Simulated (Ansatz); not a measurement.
GaSb:

```
Sb Ga
1.0
     0.00000    3.05900    3.05900
     3.05900    0.00000    3.05900
     3.05900    3.05900    0.00000
Sb Ga
1 1
Direct
  0.75000 0.75000 0.75000
  0.00000 0.00000 0.00000
```

| Property | Result |
| --- | --- |
| Program | Ansatz 0.2.0 |
| Task | relaxation of cell and atoms |
| Functional | SVWN5 |
| Potentials or basis | Ansatz PAW |
| Cutoff | 420 eV (not typed: the program's choice for these potentials) |
| k mesh | 8 × 8 × 8 |
| Occupations | fermi-dirac, width 0.05 eV |
| Spin | no spin polarisation |

At the start: volume 28.62 Å³/atom.

Question: Where does the relaxation end?

Answer: It ends after 4 steps and the volume is 27.66 Å³/atom (-3.4 %); space group F-43m (No. 216, to 0.05 Å).

The path:
| step | energy change (eV) | largest force (eV/Å) | volume (Å³) |
| --- | --- | --- | --- |
| 1 | 0.0000 | 0.0000 | 57.25 |
| 2 | -0.0105 | 0.0000 | 54.68 |
| 3 | -0.0115 | 0.0000 | 55.32 |
| 4 | -0.0111 | 0.0000 | 55.32 |

Final structure:
```yaml
crystal:
  lattice:
    - [0.00000, 3.02425, 3.02425]
    - [3.02425, 0.00000, 3.02425]
    - [3.02425, 3.02425, 0.00000]
  atoms:
    - { symbol: Sb, position: [0.75000, 0.75000, 0.75000] }
    - { symbol: Ga, position: [0.00000, 0.00000, 0.00000] }
```

Caveat: the plane-wave basis is chosen anew once the cell has moved, so the energies of steps on either side of that aren't comparable; the PAW data sets come from PBE, with cores solved anew for the run's functional, which leaves a small shift of forces and pressure.
